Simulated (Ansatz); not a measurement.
A run of Ansatz 0.2.0 is set up as follows.

Contents of run.py:

```python
import json

import ase.io
import numpy as np
import spglib

import ansatz as az

atoms = ase.io.read("Sr.cif")
cell, frac, numbers = spglib.find_primitive((atoms.cell[:], atoms.get_scaled_positions(), atoms.numbers), symprec=1e-5)
atoms = ase.Atoms(numbers, cell=cell, scaled_positions=frac, pbc=True)

calculation = (
    az.Crystal.from_ase(atoms)
    .calculation()
    .kpoints(8, 8, 8)
    .functional("lda")
    .pseudopotentials(kind="paw", accuracy="standard", xc_functional="lda")
    .scf(extra_bands=6)
    .occupations(method="cold", width=0.01)
    .band_structure(path=(((0.0, 0.0, 0.0), (0.5, -0.5, 0.5), (0.0, 0.0, 0.5), (0.0, 0.0, 0.0), (0.25, 0.25,
        0.25), (0.5, -0.5, 0.5)), ((0.25, 0.25, 0.25), (0.0, 0.0, 0.5))), intervals=14)
    .forces()
    .stress()
    .band_table(publish=True)
)
outcome = calculation.run(threads=2, events_out="events.jsonl")

report = outcome.report
for line in open("events.jsonl"):
    event = json.loads(line)
    if event["event"] == "scf_iter":
        d = event["data"]
        print(f"SCF {d['iter']:3d}  HF = {d['harris_foulkes_ev']:.6f} eV  dr2 = {d['dr2_ev']:.2e} eV")
    elif event["event"] in ("relax_step", "md_step"):
        d = event["data"]
        print(f"{event['event']} {d['step']:3d}  E = {d['lagrangian_ev']:.6f} eV")
np.set_printoptions(precision=5, suppress=True, linewidth=110)
print("converged:", report["converged"], "after", report["n_iterations"], "iterations")
print(f"free energy {report['free_energy_ev']:.6f} eV, Fermi level {report['fermi_energy_ev']:.4f} eV")
for key in ("band_edges_ev", "magnetization_mub", "site_moments_mub", "site_moments_nc_mub", "forces_ev_ang",
                "stress_gpa"):
    if report.get(key) is not None:
        print(key, np.array(report[key]), sep="\n")
```

File Sr.cif:

```cif
data_Sr
_cell_length_a 4.87000000
_cell_length_b 4.87000000
_cell_length_c 4.87000000
_cell_angle_alpha 90.00000000
_cell_angle_beta 90.00000000
_cell_angle_gamma 90.00000000
_space_group_name_H-M_alt 'Im-3m'
_space_group_name_Hall '-I 4 2 3'
_space_group_IT_number 229
loop_
_space_group_symop_operation_xyz
'x,y,z'
'-x,-y,-z'
'-y,x,z'
'y,-x,-z'
'-x,-y,z'
'x,y,-z'
'y,-x,z'
'-y,x,-z'
'x,-y,-z'
'-x,y,z'
'-y,-x,-z'
'y,x,z'
'-x,y,-z'
'x,-y,z'
'y,x,-z'
'-y,-x,z'
'z,x,y'
'-z,-x,-y'
'z,-y,x'
'-z,y,-x'
'z,-x,-y'
'-z,x,y'
'z,y,-x'
'-z,-y,x'
'-z,x,-y'
'z,-x,y'
'-z,-y,-x'
'z,y,x'
'-z,-x,y'
'z,x,-y'
'-z,y,x'
'z,-y,-x'
'y,z,x'
'-y,-z,-x'
'x,z,-y'
'-x,-z,y'
'-y,z,-x'
'y,-z,x'
'-x,z,y'
'x,-z,-y'
'-y,-z,x'
'y,z,-x'
'-x,-z,-y'
'x,z,y'
'y,-z,-x'
'-y,z,x'
'x,-z,y'
'-x,z,-y'
'x+1/2,y+1/2,z+1/2'
'-x+1/2,-y+1/2,-z+1/2'
'-y+1/2,x+1/2,z+1/2'
'y+1/2,-x+1/2,-z+1/2'
'-x+1/2,-y+1/2,z+1/2'
'x+1/2,y+1/2,-z+1/2'
'y+1/2,-x+1/2,z+1/2'
'-y+1/2,x+1/2,-z+1/2'
'x+1/2,-y+1/2,-z+1/2'
'-x+1/2,y+1/2,z+1/2'
'-y+1/2,-x+1/2,-z+1/2'
'y+1/2,x+1/2,z+1/2'
'-x+1/2,y+1/2,-z+1/2'
'x+1/2,-y+1/2,z+1/2'
'y+1/2,x+1/2,-z+1/2'
'-y+1/2,-x+1/2,z+1/2'
'z+1/2,x+1/2,y+1/2'
'-z+1/2,-x+1/2,-y+1/2'
'z+1/2,-y+1/2,x+1/2'
'-z+1/2,y+1/2,-x+1/2'
'z+1/2,-x+1/2,-y+1/2'
'-z+1/2,x+1/2,y+1/2'
'z+1/2,y+1/2,-x+1/2'
'-z+1/2,-y+1/2,x+1/2'
'-z+1/2,x+1/2,-y+1/2'
'z+1/2,-x+1/2,y+1/2'
'-z+1/2,-y+1/2,-x+1/2'
'z+1/2,y+1/2,x+1/2'
'-z+1/2,-x+1/2,y+1/2'
'z+1/2,x+1/2,-y+1/2'
'-z+1/2,y+1/2,x+1/2'
'z+1/2,-y+1/2,-x+1/2'
'y+1/2,z+1/2,x+1/2'
'-y+1/2,-z+1/2,-x+1/2'
'x+1/2,z+1/2,-y+1/2'
'-x+1/2,-z+1/2,y+1/2'
'-y+1/2,z+1/2,-x+1/2'
'y+1/2,-z+1/2,x+1/2'
'-x+1/2,z+1/2,y+1/2'
'x+1/2,-z+1/2,-y+1/2'
'-y+1/2,-z+1/2,x+1/2'
'y+1/2,z+1/2,-x+1/2'
'-x+1/2,-z+1/2,-y+1/2'
'x+1/2,z+1/2,y+1/2'
'y+1/2,-z+1/2,-x+1/2'
'-y+1/2,z+1/2,x+1/2'
'x+1/2,-z+1/2,y+1/2'
'-x+1/2,z+1/2,-y+1/2'
loop_
_atom_site_label
_atom_site_type_symbol
_atom_site_symmetry_multiplicity
_atom_site_Wyckoff_symbol
_atom_site_fract_x
_atom_site_fract_y
_atom_site_fract_z
_atom_site_occupancy
Sr1 Sr 2 a 0.0000000000 0.0000000000 0.0000000000 1
```

Potentials or basis: JTH PAW LDA.

Run with:

```bash
$ python run.py
```

(1) What does it give for the pressure?

(2) Predict the band gap on the k mesh.

Answers

(1) -2.0 GPa.

(2) none (metal or under the smearing width).

Caveat: the cell was measured hot, at 901 K.
